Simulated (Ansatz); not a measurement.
Wanted: the native input for an Ansatz 0.2.0 run.

```
Task                : relaxation of cell and atoms
Functional          : PBE
Dispersion          : D4
Potentials or basis : Ansatz PAW
Cutoff              : 420 eV (not typed: the program's choice for these potentials)
k mesh              : 9 × 9 × 9
Occupations         : fermi-dirac, width 0.05 eV
Spin                : no spin polarisation
```

The system is PbO2.

```xyz
3
Lattice="0.0000 2.7020 2.7020 2.7020 0.0000 2.7020 2.7020 2.7020 0.0000" Properties=species:S:1:pos:R:3 pbc="T T T"
Pb    0.0000    0.0000    0.0000
O     4.0530    4.0530    4.0530
O     1.3510    1.3510    1.3510
```

The cell comes from a database or a generator and needn't be the stable form of this composition.

These files were run (other wordings do the same):

input.yaml

```yaml
crystal:
  lattice:
    - [0.0, 2.701992, 2.701992]
    - [2.701992, 0.0, 2.701992]
    - [2.701992, 2.701992, 0.0]
  atoms:
    - { symbol: Pb, position: [0.0, 0.0, 0.0] }
    - { symbol: O, position: [0.75, 0.75, 0.75] }
    - { symbol: O, position: [0.25, 0.25, 0.25] }
hamiltonian:
  xc: pbe
  pseudopotentials: { kind: paw }
  dispersion: d4
kpoints:
  mp_grid: { grid: [9, 9, 9] }
scf:
  occupations: { method: fermi_dirac, width: 0.05 }
output:
  forces: true
  stress: true
  eigenvalues: true
relax:
  f_tol: 0.01
  max_steps: 40
  cell: { stress_tol: 0.05 }
```

Potentials or basis: Ansatz PAW.

Run with:

```bash
$ ansatz run input.yaml --threads 2 --pin off --max-ram 5632MiB --backend cpu --events-out ev --progress --plain --runs-dir out
```

It gave:

* Relaxed volume: 12.90 Å³/atom
* Relaxed cell: a = 3.796 Å, b = 3.796 Å, c = 3.796 Å, α = 60.00°, β = 60.00°, γ = 60.00°
* Space group after relaxing (to 0.05 Å): Fm-3m (No. 225)
* Energy gained by relaxing: 2.1 meV/atom
* Ionic steps: 6
* Pressure after relaxing: 0.0 GPa
* Band gap on the k mesh: none (metal or under the smearing width)

Caveat: the plane-wave basis is chosen anew once the cell has moved, so the energies of steps on either side of that aren't comparable; the pressure holds a Pulay correction of +0.6 GPa for the finite cutoff; pairwise dispersion overbinds metals, which lowers pressure and volume.

Run time: 6.8 s on 2 threads of Intel(R) Xeon(R) Platinum 8259CL CPU @ 2.50GHz (Skylake/Cascade Lake) (shared host), peak memory 0.39 GiB.
